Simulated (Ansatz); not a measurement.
# 4 guesses for Si3C2 and where they end

These are results of DFT PBE, scalar-relativistic, plane waves, PAW in Ansatz 0.2.0, not measurements. All cells share a 420 eV cutoff and Γ-centred k meshes spaced at most about 0.3 Å⁻¹ (about 0.25 or finer for metals, 2π included). No spin polarisation in the final relaxations.

Each guess was relaxed in cell and atoms at zero pressure, within the symmetry of its start. All energies are static (0 K, no zero-point motion). Coordination counts C atoms around Si (those within 1.25 times the shortest such distance or 1.15 times the sum of covalent radii; the shortest distance is added where it exceeds 1.18 times the sum of covalent radii; a slash parts the counts of unlike sites). For orderings, «n of Z unlike» gives the unlike atoms among the Z nearest shared sites at the start, averaged over those sites.

```csv
guess,made from,start group,V start (Å³/atom),end group,V end (Å³/atom),coordination at the end,gap on mesh (eV),E over the lowest end (meV/atom)
1,"Si/C on fcc sites, 6.4 of 12 unlike",I4/mmm,14.2,I4/mmm,11.2,Si 5/8 from 3.3 Å,0,399
2,"Si/C on hcp sites, 4.8 of 12 unlike",P6_3/mmc,14.2,?,?,?,?,?
3,"Si/C on fcc sites, 4.8 of 12 unlike",R-3m,14.2,R-3m (anti-tetradymite),9.9,Si 3/6,0,171
4,"Si/C on hcp sites, 1.2 of 12 unlike",P-3m1,14.2,P-3m1,14.1,Si 0/13 from 6.9 Å/4+9 from 4.5 Å,0,0
```

Guess 2 as it starts:

```
CELL_PARAMETERS angstrom
2.72710 0.00000 0.00000
-1.36355 2.36173 0.00000
0.00000 0.00000 22.11455
ATOMIC_POSITIONS crystal
Si 0.66667 0.33333 0.05000
Si 0.66667 0.33333 0.25000
Si 0.66667 0.33333 0.45000
Si 0.33333 0.66667 0.75000
Si 0.33333 0.66667 0.95000
Si 0.33333 0.66667 0.55000
C 0.66667 0.33333 0.85000
C 0.66667 0.33333 0.65000
C 0.33333 0.66667 0.15000
C 0.33333 0.66667 0.35000
```

Problem. Predict the end of this guess and its energy over the lowest end.

Solution. It ends in space group P6_3/mmc (No. 194), with a = 2.897 Å, c = 14.368 Å, 10.4 Å³/atom and no gap. It lies 0.37 eV/atom over the lowest end, above guess 3 and below guess 1. Counting C atoms around Si, this end has Si 3/6 and the lowest (guess 4) has Si 0/13 from 6.9 Å/4+9 from 4.5 Å. This end holds Si–Si units of three or more atoms (shortest 2.46 Å); the lowest (guess 4) holds Si–Si nets (shortest 2.52 Å) and C–C nets (shortest 1.46 Å).

```cif
data_structure
_symmetry_space_group_name_H-M 'P 1'
_symmetry_Int_Tables_number 1
_cell_length_a 2.8970
_cell_length_b 2.8970
_cell_length_c 14.3677
_cell_angle_alpha 90.000
_cell_angle_beta 90.000
_cell_angle_gamma 120.000
_cell_volume 104.43
loop_
_atom_site_label
_atom_site_type_symbol
_atom_site_fract_x
_atom_site_fract_y
_atom_site_fract_z
_atom_site_occupancy
Si1 Si 0.66667 0.33333 0.07854 1
Si2 Si 0.66667 0.33333 0.25000 1
Si3 Si 0.66667 0.33333 0.42146 1
Si4 Si 0.33333 0.66667 0.75000 1
Si5 Si 0.33333 0.66667 0.92146 1
Si6 Si 0.33333 0.66667 0.57854 1
C1 C 0.66667 0.33333 0.84968 1
C2 C 0.66667 0.33333 0.65032 1
C3 C 0.33333 0.66667 0.15032 1
C4 C 0.33333 0.66667 0.34968 1
```

Formation energies are uncorrected and refer to the elements' standard structures at the same level.

Problem. Is the lowest end bound against the elements?

Solution. No: its formation energy is +0.39 eV/atom. The separate elements lie lower, so it is unstable against them.

Weakly bound directions are ill-defined at this level, which has no dispersion term (P-3m1), and this can change margins and order among such cells. The reference form of C is held partly by dispersion forces, which this level lacks. Cells relaxed within their symmetry can be saddle points. A lower structure may well exist outside this small set. Some types were kept out of the candidates beforehand, so the set may lack a known form.

The lowest end is effectively silicon and carbon separated into layers: its C–C distance of 1.46 Å points to graphite-like sp² bonding, while the mixed ends give up strong C–C bonds without gaining the tetrahedral Si–C network that stabilises silicon carbide. Its ranking therefore does not show that silicon and carbon inherently prefer to separate. The positive formation energy probably reflects silicon forced out of its own tetrahedral network to share a cell with slightly stretched carbon nets.

Between guesses 2 and 3, the Si 3/6 count is the same but the energy is not, so carbon coordination number alone does not set the order. In guess 2 the central silicon sits in a trigonal prism of carbon, with eclipsed carbon layers and silicon neighbours through the prism's end faces; the octahedral site of anti-tetradymite staggers those layers, which probably lowers repulsion. Instability against the elements already rules out the lowest end as a ground state, but the more telling comparison for any silicon-rich carbide would be with silicon carbide plus silicon.
